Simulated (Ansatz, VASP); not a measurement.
# Cross-check of GaSb between VASP and Ansatz

One calculation is typed for both programs; each brings its own data sets. How far apart do they land? The structure shown is the start of the Ansatz relaxation below; VASP solves that cell, so the two are compared at the walk's first step.

Calculated with Ansatz 0.2.0; plane waves, with VASP 6.6.1 beside it; single point at r2SCAN.

## 1. Starting point

The structure is orthorhombic, space group Imm2 (No. 44). The conventional cell has a = 4.337 Å, b = 4.424 Å, c = 6.108 Å, α = 90.00°, β = 90.00°, γ = 90.00°. Ga has 4 Sb at 2.66 to 2.68 Å nearest. Nearest to Sb lie 4 Ga at 2.66 to 2.68 Å. Farther neighbours are not listed.

Structure file:

```cif
data_structure
_symmetry_space_group_name_H-M 'Imm2'
_symmetry_Int_Tables_number 44
_cell_length_a 4.3367
_cell_length_b 4.4241
_cell_length_c 6.1080
_cell_angle_alpha 90.000
_cell_angle_beta 90.000
_cell_angle_gamma 90.000
_cell_volume 117.19
loop_
_atom_site_label
_atom_site_type_symbol
_atom_site_symmetry_multiplicity
_atom_site_Wyckoff_symbol
_atom_site_fract_x
_atom_site_fract_y
_atom_site_fract_z
_atom_site_occupancy
Ga1 Ga 2 a 0.00000 0.00000 0.00068 1
Sb1 Sb 2 b 0.50000 0.00000 0.74932 1
```

## 2. Ansatz: relaxation, r2SCAN

Ansatz runs on its PAW soft_1 files.

The two programs are compared at the cell with which this relaxation starts, whose forces are those of its first step.

Input file input.yaml:

```yaml
crystal:
  lattice:
    - [0.0309236421, 3.097406567, 3.0540233578]
    - [3.097406567, 0.0309236421, 3.0540233578]
    - [3.1283302091, 3.1283302091, 0.0]
  atoms:
    - { symbol: Ga, position: [-0.000683892, -0.000683892, 0.000701526] }
    - { symbol: Sb, position: [0.750683892, 0.750683892, 0.749298474] }
  conventional_axes: [[0, 0, 1], [1, -1, 0], [1, 1, -1]]
kpoints:
  mp_grid: { grid: [12, 12, 12], shift: [0.5, 0.5, 0.5] }
hamiltonian:
  xc: r2scan
  pseudopotentials: { kind: paw, azcp: { folder: soft_1 } }
scf:
  occupations: { method: gaussian, width: 0.02 }
output:
  forces: true
  stress: true
  eigenvalues: true
relax:
  adjacent_minimum: "off"
  f_tol: 0.001
  max_steps: 60
  cell: { stress_tol: 0.01, fix: [a, angles] }
```

The run is started by

```sh
$ ansatz run input.yaml --threads 4 --pin off --max-ram 10240MiB --backend cpu --events-out ev --progress --plain --runs-dir out
```

Numbers of over 12 decimals in the logs are rounded to 6 here.

Output:

```text
Engine: ansatz 0.2.0, aarch64-unknown-linux-gnu
Pseudopotentials: kind: paw
Pseudopotential: Ga, paw, valence charge 13, recommended cutoff 500 eV (meta_gga), soft_1/Ga.paw.azcp
Pseudopotential: Sb, paw, valence charge 15, recommended cutoff 500 eV (meta_gga), soft_1/Sb.paw.azcp
Functional definition: r2SCAN
  parameter k0 = 0.174
  parameter k1 = 0.065
  parameter a1 = 4.9479
  exchange = r2scan_x(k0 = k0, k1 = k1, a1 = a1)
  correlation = r2scan_c
Crystal: 2 atoms, lattice volume = 58.594 Å³
Basis set: ecut = 500 eV, 1461 PW (Γ), exchange–correlation on 128×128×144 points (64 copies of the dense FFT grid, shifted against one another)
Bands: 18, of which v1, the nominal top of the filled ones, is band 14 counted from 1 (13 counted from 0)
Symmetry: 2 space group operations
Space group: Cm (ITA 8), of the structure as read, at distance tolerance 3.9e-5 Å
k-points: 468 of 1728 (time reversal used)
Non-local potential: Ga, projectors of the file, l = 0: 2, l = 1: 2, l = 2: 3, l = 3: 1
Non-local potential: Sb, projectors of the file, l = 0: 2, l = 1: 2, l = 2: 2, l = 3: 1
PAW form: soft (Blöchl's): semilocal exchange-correlation on the pseudo side does not see the compensation charge
PAW frozen core: Ga, regenerated for the run's functional (the file was generated under x = pbe(κ = 0.804, μ = 0.219515), c = pbe(β = 0.066725))
PAW frozen core: Sb, regenerated for the run's functional (the file was generated under x = pbe(κ = 0.804, μ = 0.219515), c = pbe(β = 0.066725))
PAW one-centre angular grid: Ga, 590 points (default); XC on 160 Gauss nodes
PAW one-centre angular grid: Sb, 590 points (default); XC on 160 Gauss nodes
Initial density: superposition of atomic densities (chi_scale 0.1, normalization cell, long waves kept (reshape's long-wave potential 0.00 eV rms))
Initial wavefunctions: pseudopotential atomic-orbital guess
Functional: x = r2scan, c = r2scan; τ floored in thin density (d = 2e-4 eV/Å³)
iter 1 solved again at ethr=1.67e-3 eV; its pass at ethr=3.10e-3 eV (dr2=4.66e-1 eV) is discarded
SCF iter   1: F=—  HF=-10289.893970 eV  |F-HF|=—  |Δ(HF+E_count)|=         —  Δρ=3.58e-2  dr2=4.66e-1  dr2_τ=4.27e-3  ethr=1.67e-3  ⟨swp⟩=1.0  Hψ=58188  notcnv=0
preconditioner: auto → none  [insulator: Δε(μ)=0.569 eV  Ē_g=15.483 eV  σ=0.020 eV  W_gap=1.00  n_scr=14 (ndim 8)  ℏωp=20.6 eV  f_vac=0.009  D(μ)=0.00/eV (n_scr^D=0)  ε∞_Penn≈2.8]
SCF iter   2: F=—  HF=-10289.918919 eV  |F-HF|=—  |Δ(HF+E_count)|=   2.49e-2  Δρ=1.66e-2  dr2=8.45e-2  dr2_τ=8.59e-4  ethr=1.67e-3  ⟨swp⟩=3.1  Hψ=14656  notcnv=0
SCF iter   3: F=—  HF=-10289.944720 eV  |F-HF|=—  |Δ(HF+E_count)|=   2.58e-2  Δρ=7.37e-3  dr2=2.46e-2  dr2_τ=1.54e-4  ethr=3.02e-4  ⟨swp⟩=2.9  Hψ=15591  notcnv=0
SCF iter   4: F=—  HF=-10289.933740 eV  |F-HF|=—  |Δ(HF+E_count)|=   1.10e-2  Δρ=6.74e-4  dr2=1.34e-4  dr2_τ=5.34e-6  ethr=8.79e-5  ⟨swp⟩=3.0  Hψ=17204  notcnv=0
SCF iter   5: F=—  HF=-10289.933813 eV  |F-HF|=—  |Δ(HF+E_count)|=   7.28e-5  Δρ=3.30e-4  dr2=2.29e-5  dr2_τ=4.93e-7  ethr=4.79e-7  ⟨swp⟩=2.0  Hψ=14984  notcnv=0
SCF iter   6: F=—  HF=-10289.933821 eV  |F-HF|=—  |Δ(HF+E_count)|=   8.68e-6  Δρ=3.78e-5  dr2=5.46e-7  dr2_τ=1.04e-8  ethr=8.18e-8  ⟨swp⟩=2.0  Hψ=14976  notcnv=0
SCF iter   7: F=-10289.933821 eV  HF=-10289.933821 eV  |F-HF|=1.64e-8  |Δ(HF+E_count)|=   1.66e-7  Δρ=9.71e-6  dr2=2.95e-8  dr2_τ=7.16e-10  ethr=3.57e-10  ⟨swp⟩=7.0  Hψ=45140  notcnv=0
SCF 1 converged in 7 iterations: F = -10289.933821 eV  dr2 = 2.95e-8
  greatest PAW one-centre occupation: 0.994 electrons in one spin orbital (limit 2), on the Sb atom at site 1 (counted from 0), in its partial waves of l = 2
relax step   1: F+E_penalty+E_count = -10289.93382139 eV  Δ(F+E_penalty+E_count) = +0.000e0 eV  max|allowed force component| = 6.017e-2 eV/Å  Δτ_max = 0.0000 Å  P = -0.780 GPa  Ω = 58.594 Å³  fix = [a, alpha, beta, gamma]  reactions: a -1.968 GPa; beta +0.004 GPa/rad  (7 SCF iters, dr2 threshold 1.00e-7 eV, accepted)
[...]
relax step   2: F+E_penalty+E_count = -10289.93410290 eV  Δ(F+E_penalty+E_count) = -2.815e-4 eV  max|allowed force component| = 6.245e-2 eV/Å  Δτ_max = 0.0089 Å  P = -0.456 GPa  Ω = 58.196 Å³  energy of the carried Pulay correction = +7.882e-5 eV  fix = [a, alpha, beta, gamma]  reactions: a -1.509 GPa; beta +0.005 GPa/rad  (5 SCF iters, dr2 threshold 2.00e-7 eV, accepted)
[...]
relax step   3: F+E_penalty+E_count = -10289.93439158 eV  Δ(F+E_penalty+E_count) = -2.887e-4 eV  max|allowed force component| = 6.508e-4 eV/Å  Δτ_max = 0.0047 Å  P = -0.570 GPa  Ω = 58.335 Å³  energy of the carried Pulay correction = +5.130e-5 eV  fix = [a, alpha, beta, gamma]  reactions: a -1.695 GPa; beta +0.004 GPa/rad  (5 SCF iters, dr2 threshold 2.00e-7 eV, accepted)
[...]
relax step   4: F+E_penalty+E_count = -10289.93434194 eV  Δ(F+E_penalty+E_count) = +4.964e-5 eV  max|allowed force component| = 7.269e-4 eV/Å  Δτ_max = 0.0000 Å  P = -0.570 GPa  Ω = 58.335 Å³  fix = [a, alpha, beta, gamma]  reactions: a -1.695 GPa; beta +0.004 GPa/rad  stress off target by 9.53e-3 GPa on what of the cell is left free  SCF on the basis re-selected at this cell (its energy is not comparable with the rows above)  (6 SCF iters)
basis re-selected at this cell: Δ(F+E_penalty+E_count) = +4.964e-5 eV, ΔP = -0.001 GPa vs the last step (what re-selecting the basis moved, of the pressure what is left beyond the Pulay correction that the steps carried, after the strain that the cell walked since its last selection, with what the two solves' SCF thresholds leave and, on support functions, any second-order correction that the steps lacked; it is no m [...]
SCF converged after 6 iterations
Free energy (F): -10289.934342 eV
Harris-Foulkes:  -10289.934342 eV  (|F-HF|=1.82e-12)
Internal energy: -10289.934342 eV  (E = F + TS)
E sigma→0 (E₀):  -10289.934342 eV
Fermi energy:    7.761500 eV
--- Per-component energies (eV) ---
  E_band       = -282.093932
  E_kinetic    = 273.085834
  E_local      = -3406.065912  (includes V_loc(G=0)·N_el)
  E_nonlocal   = 299.320289
  E_hartree    = 1743.548654
  E_xc         = -146.952162
  E_vxc        = -151.266840  (∫ρ·V_xc dr)
  E_paw        = -6574.217455  (= ΣΔE_a)
  E_vpaw       = -792.895514  (= ΣTr[D̂ρ^β])
  E_aug_tail   = 0.000078  (compensation charges beyond the density's cutoff)
  E_vtau       = 8.630808  (kinetic-family band-sum trace: ∫τ·v_τ [+ j·A + Jᵃ·Aᵃ] dr)
  E_ewald      = -2478.506659
  E_core_change = -0.147008  (= ΣΔE_core)
  E_smearing   = -0.000000  (= −TS)
  E_closure    = 0.000000  (closes the sum)
  Σ components = -10289.934342   (vs F -10289.934342, Δ=0.00e0)
--- Forces (eV/Å), atoms counted from 1 ---
  atom   1  Ga    -0.00000189    -0.00000189     0.00072694
  atom   2  Sb     0.00000189     0.00000189    -0.00072677
  max |Σ_I F_I| component: 1.67e-7 eV/Å
--- Stress (GPa, compression-positive) ---
       -0.852072      -0.842546      -0.003027
       -0.842546      -0.852072      -0.003027
       -0.003027      -0.003027      -0.007276
  P = ⅓ Tr σ = -0.5705 GPa (-5.705 kbar)
--- Band table (eV; the first three rows and the last of 468) ---
  k-point 0: bands = [... 10 lower, -4.3860, 6.8016, 7.3723, 7.3911, 8.1373, 10.3722, 10.4232, 10.5395]
  k-point 1: bands = [... 10 lower, -4.2913, 5.7463, 7.0359, 7.3233, 8.7739, 10.6324, 10.6357, 10.8585]
  k-point 2: bands = [... 10 lower, -4.0575, 4.3829, 6.6702, 7.0600, 8.8751, 10.9574, 11.1341, 11.8380]
  k-point 467: bands = [... 10 lower, -2.7165, 0.9331, 5.6111, 6.1835, 8.7360, 11.3401, 11.6982, 14.6766]
--- Relaxed structure (3 steps of the walk, 3 accepted, 1 SCFs on fresh bases) ---
  F+E_penalty+E_count = -10289.93434194 eV   max|allowed force component| = 7.269e-4 eV/Å   (the final SCF, on the basis selected at the relaxed cell)
  cell:  # Å, volume = 58.3350 Å³
    - [0.031224, 3.097107, 3.041102]
    - [3.097107, 0.031224, 3.041102]
    - [3.1283302091, 3.1283302091, 0.0]
  atoms:
    - { symbol: Ga, position: [-0.0013654, -0.0013654, 0.00138492] }
    - { symbol: Sb, position: [0.751365, 0.751365, 0.748615] }
```

Reading the cycles: dr2 is the Hartree energy of the density residual (eV), the measure of convergence; HF is the Harris–Foulkes estimate of the energy, which meets the free energy F at convergence.

(Continued in part 2 of 3.)

[Lines on the potential files, build, host, timing and source positions are cut from VASP's logs without a mark.]

[Logs are printed without paths, hosts, clocks, repeated set-up lines and the standing remarks that a program may print on its own settings, such as how far it seeks lower states.]

[Hosts, paths, dates, database ids (printed as entryN), source tags and the programs' standing remarks are cut or masked in the printed files.]
